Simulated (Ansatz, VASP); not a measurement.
# One calculation of WC (Qusongite), two programs

The input INCAR:

```
SYSTEM = WC
PREC     = Accurate       ! precision mode
ENCUT    = 520            ! plane-wave cutoff, eV
EDIFF    = 1E-7           ! SCF threshold, eV
ISMEAR   = -1             ! smearing method
SIGMA    = 0.03           ! smearing width, eV
LREAL    = .FALSE.        ! projectors in reciprocal space
LASPH    = .TRUE.         ! aspherical terms in the spheres
NELM     = 100            ! most SCF steps
ALGO     = Normal         ! electronic algorithm
ISIF     = 2              ! what is computed and relaxed
LWAVE    = .FALSE.        ! write WAVECAR
LCHARG   = .TRUE.         ! write CHGCAR
GGA      = PE             ! functional
LELF     = .TRUE.         ! ELF
LVHAR    = .TRUE.       
NBANDS   = 16             ! bands
```

Contents of KPOINTS:

```
regular mesh
0
G
  5 5 4
  0 0 0
```

Contents of POSCAR:

```
WC
1.0
    2.9065000000      0.0000000000      0.0000000000
   -1.4532500000      2.5171028361      0.0000000000
    0.0000000000      0.0000000000      2.8366000000
W C
1 1
Direct
    0.0000000000      0.0000000000      0.0000000000
    0.6666666667      0.3333333333      0.5000000000
```

input.yaml

```yaml
crystal:
  lattice:
    - [2.9065, 0.0, 0.0]
    - [-1.45325, 2.5171028361, 0.0]
    - [0.0, 0.0, 2.8366]
  atoms:
    - { symbol: W, position: [0.0, 0.0, 0.0] }
    - { symbol: C, position: [0.6666666667, 0.3333333333, 0.5] }
kpoints:
  mp_grid: { grid: [5, 5, 4] }
scf:
  occupations: { method: fermi_dirac, width: 0.03 }
hamiltonian:
  xc: pbe
  pseudopotentials: { kind: all_electron, lapw: { basis_error: 0.002 } }
output:
  forces: true
  stress: true
  eigenvalues: true
```

Alike in both runs: task single point; functional PBE; k mesh 5 × 5 × 4; occupations fermi-dirac, width 0.03 eV; no spin polarisation.

|  | VASP | Ansatz |
| --- | --- | --- |
| version | VASP 6.6.1 | Ansatz 0.2.0 |
| potentials or method | VASP PAW PBE potentials, release 64 (W_sv, C) | all-electron LAPW, scalar-relativistic |
| plane-wave cutoff (eV) | 520 | see its input |

```tsv
	VASP	Ansatz	Ansatz less VASP
gap on the k mesh at the Fermi level (eV)	none	none	-
pressure (GPa)	7.3	6.3	-1.01
largest component of the traceless stress (GPa)	1.76	1.97	+0.205
```

A gap of «none» marks a metal or a gap that the smearing closes. Ansatz ran all-electron here, so the differences hold the error of VASP's frozen core and of both bases.

Caveats: the k mesh is coarse (spacing up to 0.55 Å⁻¹), so the values aren't converged; the k mesh is thin for a metal, which can move the energy by tens of meV per atom (Ansatz). The runs have no spin-orbit coupling, so splittings on W are missing.
